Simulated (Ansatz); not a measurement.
Runs of Ansatz 0.2.0 on I. The structure is orthorhombic, space group Cmce (No. 64). Conventional cell: a = 7.270 Å, b = 4.790 Å, c = 9.793 Å, α = 90.00°, β = 90.00°, γ = 90.00°. I (site symmetry m) has 1 I at 2.68 Å as nearest neighbours. 

| task | level | cell | cutoff (eV) | basis error allowed | gap on the mesh (eV) | pressure (GPa) | V0 of scaled cells (Å³/atom) | B0 (GPa) | largest force (eV/Å) |
| --- | --- | --- | --- | --- | --- | --- | --- | --- | --- |
| single point | PBE | atoms moved at random, drawn with an rms of 0.05 Å | 276 | 0.001 eV/atom | 1.31 | 1.6 | - | - | 0.92 |
| equation of state | PBEsol | as given | - | 0.002 eV/atom | - | - | 42.77 | (a) | - |
| single point | PBE | as given | 274 | 0.001 eV/atom | (b) | 1.8 | - | - | 0.85 |
| equation of state | LDA | as given | - | 0.002 eV/atom | - | - | 41.19 | 28 | - |

Alike in all rows: potentials or basis all-electron LAPW, scalar-relativistic; no spin polarisation; k mesh 7 × 7 × 3; smearing fermi-dirac 0.05 eV.

Problem. Estimate the missing entries.

Solution. (a) 24; (b) 1.34.

Caveats: spin-orbit coupling is left out, which moves the levels of the heavy elements (some runs); an odd mesh through Γ misses points on the zone boundary, where band edges often lie (some runs); the cell was scaled at fixed shape and fractional positions, which overstates the stiffness of a crystal with free parameters, most of all of layers and chains (some runs).

A k mesh can miss the band edges, and the runs leave out spin-orbit coupling on I.
